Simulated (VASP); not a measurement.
# As (Im-3m) in VASP: notebook, part 2 of 3

VASP 6.6.1.

### 3 Single point, PBEsol

This run uses another cell than the first one, of 17.41 Å³/atom, 0.960 times its volume.

Input file INCAR:

```
PREC     = Accurate       # precision mode
ENCUT    = 520            # plane-wave cutoff, eV
EDIFF    = 1E-7           # SCF threshold, eV
ISMEAR   = -1             # smearing method
SIGMA    = 0.1            # smearing width, eV
LREAL    = False          # projectors in reciprocal space
LASPH    = True           # aspherical terms in the spheres
NELM     = 100            # most SCF steps
ALGO     = Normal         # electronic algorithm
ISIF     = 2              # what is computed and relaxed
LWAVE    = False          # write WAVECAR
LCHARG   = True           # write CHGCAR
GGA      = PS             # functional
LELF     = True           # ELF
LVHAR    = True         
NBANDS   = 8              # bands
```

Input file KPOINTS:

```
regular mesh
0
Gamma
  15 15 15
```

Input file POSCAR:

```
As
1.0
   -1.6326270592      1.6326270592      1.6326270592
    1.6326270592     -1.6326270592      1.6326270592
    1.6326270592      1.6326270592     -1.6326270592
As
1
Direct
    0.0000000000      0.0000000000      0.0000000000
```

Potentials or basis: VASP PAW PBE potentials, release 64 (As).

On the command line:

```
> cat potpaw_PBE.64/As/POTCAR > POTCAR
> mpirun -np 1 vasp_std > vasp.out
```

OUTCAR:

```text
PREC = Accurate
   ENCUT = 520
   EDIFF = 1E-7
   ISMEAR = -1
   LREAL = False
   LASPH = True
   NELM = 100
   ISIF = 2
   GGA = PS

 ion  position               nearest neighbor table
   1  0.000  0.000  0.000-

  LATTYP: Found a body centered cubic cell.
 ALAT       =     3.2652541184

  Lattice vectors:

 A1 = (  -1.6326270592,   1.6326270592,   1.6326270592)
 A2 = (   1.6326270592,  -1.6326270592,   1.6326270592)
 A3 = (   1.6326270592,   1.6326270592,  -1.6326270592)

Analysis of symmetry for initial positions (statically):
=====================================================================
 Subroutine PRICEL returns:
 Original cell was already a primitive cell.

 Routine SETGRP: Setting up the symmetry group for a
 body centered cubic supercell.

 Subroutine GETGRP returns: Found 48 space group operations
 (whereof 48 operations were pure point group operations)
 out of a pool of 48 trial point group operations.

The static configuration has the point symmetry O_h .

Analysis of symmetry for dynamics (positions and initial velocities):
=====================================================================
 Subroutine PRICEL returns:
 Original cell was already a primitive cell.

 Routine SETGRP: Setting up the symmetry group for a
 body centered cubic supercell.

 Subroutine GETGRP returns: Found 48 space group operations
 (whereof 48 operations were pure point group operations)
 out of a pool of 48 trial point group operations.

The dynamic configuration has the point symmetry O_h .

 Subroutine INISYM returns: Found 48 space group operations
 (whereof 48 operations are pure point group operations),
 and found     1 'primitive' translations

----------------------------------------------------------------------------------------

[... 109 lines left out ...]
     AMIX     =   0.40;   BMIX     =  1.00
     AMIX_MAG =   1.60;   BMIX_MAG =  1.00
  volume/ion in A,a.u.               =      17.41       117.47
  Fermi-wavevector in a.u.,A,eV,Ry     =   1.080168  2.041221 15.874764  1.166762
  Thomas-Fermi vector in A             =   2.216152
   LORBIT       =      0    0 simple, 1 ext, 2 COOP (PROOUT), +10 PAW based schemes
   GGA     = PS    functional components
   LHFCALC =     F    Hartree Fock is set to
   AEXX    =    0.0000 exact exchange contribution
   IVDW    =     0    specifies the selected vdW correction
   LEPSILON=     F    determine dielectric tensor
   LRPA    =     F    only Hartree local field effects (RPA)
 non-spin polarized calculation
  energy-cutoff  :      520.00
  volume of cell :       17.41
 maximum number of plane-waves:       479
 NGX is ok and might be reduce to    24
   NGX = 11   NGY = 11   NGZ = 11

 number of electron       4.9999999 magnetization

 Free energy of the ion-electron system (eV)
  ---------------------------------------------------
  ext. energy  EPLUGINS =         0.00000000
  ---------------------------------------------------
  free energy    TOTEN  =        -4.73377323 eV

  energy without entropy =       -4.71657724  energy(sigma->0) =       -4.72517523

 E-fermi :   7.3750     XC(G=0): -11.2615

 val. band max:        7.3397310636   @ k =   0.2000   0.2000   0.1333
 cond. band min:       7.3810175488   @ k =   0.2667   0.1333   0.0667
 fundamental gap:      0.0412864853
 Fermi energy:         7.3749634754

 k-point     1 :       0.0000    0.0000    0.0000
  band No.  band energies     occupation
      1      -8.5160      2.00000
      2      14.0749      0.00000
      3      14.0749      0.00000
      4      14.0749      0.00000
      5      20.8858      0.00000
      6      20.8858      0.00000
      7      20.8858      0.00000
      8      23.7066      0.00000
[... 243 lines left out ...]
 k-point    24 :       0.4000    0.2000   -0.0000
  band No.  band energies     occupation
      1      -2.5126      2.00000
      2       1.0642      2.00000
      3       5.5430      2.00000
      4      10.6078      0.00000
      5      17.4286      0.00000
      6      20.8534      0.00000
      7      24.0033      0.00000
      8      24.5248      0.00000

 [... further k-points ...]

------------------------ aborting loop because EDIFF is reached ----------------------------------------

  FORCE on cell =-STRESS in cart. coord.  units (eV):
  Direction    XX          YY          ZZ          XY          YZ          ZX
  --------------------------------------------------------------------------------------
  -------------------------------------------------------------------------------------
  Total        0.4883802      0.4883802      0.4883802      0.0000000      0.0000000     -0.0000000
  in kB       44.9518565     44.9518565     44.9518565      0.0000000      0.0000000     -0.0000000
  external PRESSURE =      44.9518565 kB  Pullay stress =       0.0000000 kB

 VOLUME and BASIS-vectors are now :
 -----------------------------------------------------------------------------
  energy-cutoff  :      520.00
  volume of cell :       17.41
      direct lattice vectors                 reciprocal lattice vectors
    -1.632627059  1.632627059  1.632627059     0.000000000  0.306254877  0.306254877
     1.632627059 -1.632627059  1.632627059     0.306254877  0.000000000  0.306254877
     1.632627059  1.632627059 -1.632627059     0.306254877  0.306254877  0.000000000

 POSITION                                       TOTAL-FORCE (eV/Angst)
 -----------------------------------------------------------------------------------
      0.00000      0.00000      0.00000         0.000000      0.000000      0.000000
 -----------------------------------------------------------------------------------
    total drift:                               -0.000000      0.000000      0.000000

  FREE ENERGIE OF THE ION-ELECTRON SYSTEM (eV)
  ---------------------------------------------------
  free  energy   TOTEN  =        -4.7337732300 eV

  energy  without entropy=       -4.7165772398  energy(sigma->0) =       -4.72517523
```

OSZICAR:

```text
N       E                     dE             d eps       ncg     rms          rms(c)
DAV:   1     0.159142187965E+01    0.15914E+01   -0.21827E+03  1936   0.474E+02
DAV:   2    -0.468782012144E+01   -0.62792E+01   -0.60637E+01  2744   0.494E+01
DAV:   3    -0.474031398803E+01   -0.52494E-01   -0.52357E-01  2088   0.487E+00
DAV:   4    -0.474034452981E+01   -0.30542E-04   -0.30541E-04  3112   0.136E-01
DAV:   5    -0.474034453404E+01   -0.42301E-08   -0.53698E-08  2152   0.106E-03    0.223E+00
DAV:   6    -0.473600420518E+01    0.43403E-02   -0.18849E-03  2288   0.211E-01    0.130E+00
DAV:   7    -0.473377467916E+01    0.22295E-02   -0.36005E-03  2184   0.290E-01    0.416E-02
DAV:   8    -0.473377321497E+01    0.14642E-05   -0.24007E-05  2392   0.394E-02    0.612E-03
DAV:   9    -0.473377323005E+01   -0.15079E-07   -0.19814E-07  2808   0.332E-03
   1 F= -.47337732E+01 E0= -.47251752E+01  d E =-.171960E-01
```

Run time: 17 s. Hardware: 1 thread of AMD EPYC 7R43 (Zen 3), shared host; peak memory 0.1 GiB.

Results:

| Item | Value |
| --- | --- |
| Free energy | -4.7338 eV |
| Pressure | 4.5 GPa |
| Band gap on the k mesh | none (metal or under the smearing width) |

Caveat: the PAW data sets were made with another functional, which shifts forces and pressure a little.

### 4 Single point, PBEsol

Input file INCAR:

```
PREC     = Accurate       # precision mode
ENCUT    = 520            # plane-wave cutoff, eV
EDIFF    = 1E-6           # SCF threshold, eV
ISMEAR   = -1             # smearing method
SIGMA    = 0.1            # smearing width, eV
LREAL    = F              # projectors in reciprocal space
LASPH    = T              # aspherical terms in the spheres
NELM     = 100            # most SCF steps
ALGO     = Fast           # electronic algorithm
ISIF     = 2              # what is computed and relaxed
LWAVE    = F              # write WAVECAR
LCHARG   = T              # write CHGCAR
GGA      = PS             # functional
LELF     = T              # ELF
LVHAR    = T            
NBANDS   = 8              # bands
```

Input file KPOINTS:

```
regular mesh
0
Gamma
  13 13 13
```

Input file POSCAR:

```
As
1.0
   -1.6549945930      1.6549945930      1.6549945930
    1.6549945930     -1.6549945930      1.6549945930
    1.6549945930      1.6549945930     -1.6549945930
As
1
Direct
    0.0000000000      0.0000000000      0.0000000000
```

On the command line:

```
> cat potpaw_PBE.64/As/POTCAR > POTCAR
> mpirun -np 1 vasp_std > vasp.out
```

Wall time 14 s (1 thread of AMD EPYC 7R43 (Zen 3), shared host); peak memory 0.1 GiB.

The run converged. Its results:

```yaml
Free_energy: -4.7465 eV
Pressure: 0.2 GPa
Band_gap_on_the_k_mesh: none (metal or under the smearing width)
```

Levels at points of the mesh, in eV from the Fermi level:
| k point | band 1 | band 2 | band 3 | band 4 | band 5 | band 6 | band 7 |
| --- | --- | --- | --- | --- | --- | --- | --- |
| (0.00, 0.00, 0.00) | -15.42 | 6.41 | 6.41 | 6.41 | 13.38 | 13.38 | 13.38 |

Caveat: the PAW data sets were made with another functional, which shifts forces and pressure a little.

[end of part 2 of 3]
